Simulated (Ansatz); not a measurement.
## ZnS: zinc blende against wurtzite under pressure

Which form of ZnS has the lower enthalpy, and does pressure change the order? Both are relaxed at the same set pressures.

Calculated with Ansatz 0.2.0, PBEsol, PAW files of the set soft_1, cutoff 600 eV, Fermi–Dirac smearing 0.02 eV, k-mesh 9×9×9, no spin polarisation, no spin-orbit coupling.

The wurtzite cell takes smearing 0.02 eV and a 8×8×5 mesh.

Near zero pressure the zinc blende cell (F-43m, 2 atoms) is a = 3.7877 Å, b = 3.7877 Å, c = 3.7877 Å, α = 60.00°, β = 60.00°, γ = 60.00°; the wurtzite cell (P6_3mc, 4 atoms) is a = 3.7822 Å, b = 3.7822 Å, c = 6.2077 Å, α = 90.00°, β = 90.00°, γ = 120.00°.

| P (GPa) | V, zinc blende (Å³) | V, wurtzite (Å³) | ΔE (meV) | ΔH = ΔE + PΔV (meV) |
| --- | --- | --- | --- | --- |
| −4 | 40.698 | 40.746 | 5.5 | 4.3 |
| 0 | 38.424 | 38.452 | 5.2 | 5.2 |
| 5 | 36.334 | 36.351 | 5.3 | 5.9 |
| 15 | 33.428 | 33.421 | 6.8 | 6.2 |
| 20 | 32.334 | 32.321 | 7.4 | 5.9 |
| 30 | 30.572 | 30.539 | 10.7 | 4.4 |

Values are for a formula unit, differences are wurtzite less zinc blende, and 1 GPa Å³ = 6.2415 meV. **Question.** Give ΔH at 10 GPa, a row left out above, and the pressure at which the two forms cross, if they do.

Least squares with ΔH = h0 + h1 P + h2 P² gives h0 = 5.1 meV, h1 = 0.17 meV/GPa and h2 = −0.007 meV/GPa². Since dH/dP = V, the slope should equal ΔV: 0.028 Å³ × 6.2415 = 0.17 meV/GPa at 0 GPa. At 10 GPa the fit gives 6.2 meV. The run itself gives 6.2 meV, so the estimate misses by 0.0 meV, a rounding's worth.

ΔH keeps its sign from -4 to 30 GPa, so the zinc blende form stays lower over the range; the volume difference changes sign within the range. This compares two forms alone, at zero temperature, without vibrations or barriers; other forms may lie lower.
